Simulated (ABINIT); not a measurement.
**As in ABINIT: the effect of functional**

As:

```
As
1.0
     1.88080    1.08588    3.51406
    -1.88080    1.08588    3.51406
     0.00000   -2.17176    3.51406
As
2
Direct
  0.22600 0.22600 0.22600
  0.77400 0.77400 0.77400
```

Alike in all runs:

```yaml
Program: ABINIT 10.8.3 (patched build)
Task: band structure
Potentials_or_basis: JTH PAW PBE v2.0
Cutoff: 490 eV
k_mesh: 9 × 9 × 9
Occupations: fermi-dirac, width 0.05 eV
Spin: no spin polarisation
```

```csv
functional,pressure (GPa),largest force (eV/Å)
LDA,-1.3,0.28
PBEsol,0.4,0.39
RPBE,5.5,0.49
BLYP,9.0,0.44
AM05,0.4,0.34
r2SCAN,1.9,0.16
SCAN,0.8,0.14
revPBE,5.0,0.48
PW91,3.8,0.44
WC,?,?
```

What does the run with functional WC give?

Pressure 0.6 GPa; largest force 0.40 eV/Å.

Caveats: the PAW data sets were made with another functional, which shifts forces and pressure a little.

Runs at the PBE level aren't shown here.
